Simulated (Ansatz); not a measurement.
**B (bcc type): a single-point run**

Aim: a sound single-point run of B (bcc type).

Computed with Ansatz 0.2.0 (DFT, PBE, all-electron PAW with datasets made for the crystal, scalar-relativistic, unless a step's input says otherwise).

## 1. The structure to begin with

Symmetry: Im-3m, No. 229, cubic system. Conventional cell: a = 1.846 Å, b = 1.846 Å, c = 1.846 Å, α = 90.00°, β = 90.00°, γ = 90.00°. Around B (site symmetry m-3m) lie 8 B at 1.60 Å.

Coordinates:

```cif
data_structure
_symmetry_space_group_name_H-M 'Im-3m'
_symmetry_Int_Tables_number 229
_cell_length_a 1.8461
_cell_length_b 1.8461
_cell_length_c 1.8461
_cell_angle_alpha 90.000
_cell_angle_beta 90.000
_cell_angle_gamma 90.000
_cell_volume 6.29
loop_
_atom_site_label
_atom_site_type_symbol
_atom_site_symmetry_multiplicity
_atom_site_Wyckoff_symbol
_atom_site_fract_x
_atom_site_fract_y
_atom_site_fract_z
_atom_site_occupancy
B1 B 2 a 0.00000 0.00000 0.00000 1
```

## 2. Input and run

Input file input.yaml:

```yaml
crystal:
  lattice:
    - [-0.92304039, 0.92304039, 0.92304039]
    - [0.92304039, -0.92304039, 0.92304039]
    - [0.92304039, 0.92304039, -0.92304039]
  atoms:
    - { symbol: B, position: [0.0, 0.0, 0.0] }
kpoints:
  mp_grid: { grid: [18, 18, 18] }
  band_path:
    path:
      - [0.0, 0.0, 0.0]
      - [0.5, -0.5, 0.5]
      - [0.0, 0.0, 0.5]
      - [0.0, 0.0, 0.0]
      - [0.25, 0.25, 0.25]
      - [0.5, -0.5, 0.5]
      - [0.25, 0.25, 0.25]
      - [0.0, 0.0, 0.5]
    npoints: 8
scf:
  occupations: { method: fermi_dirac, width: 0.08 }
  max_iter: 60
hamiltonian:
  xc: pbe
  pseudopotentials: { kind: all_electron, datasets: crystal }
output:
  forces: true
  stress: true
  eigenvalues: true
  efg: { contact_densities: true }
```

The run is started by

```sh
ansatz run input.yaml --threads 1 --pin off --max-ram 2048MiB --backend cpu --events-out ev --progress --plain --runs-dir out
```

Q: Will this input give a usable result? If not, why, and what should change?

The run converged and reported no error, with warnings (band levels unverified, crystal datasets made). It gives a pressure of 528 GPa, which is large; a structure far from rest gives such values too, whatever the setting.

The structure is squeezed far below its natural size. The shortest distance in the input is 1.60 Å.

Remedy: restore the intended size.
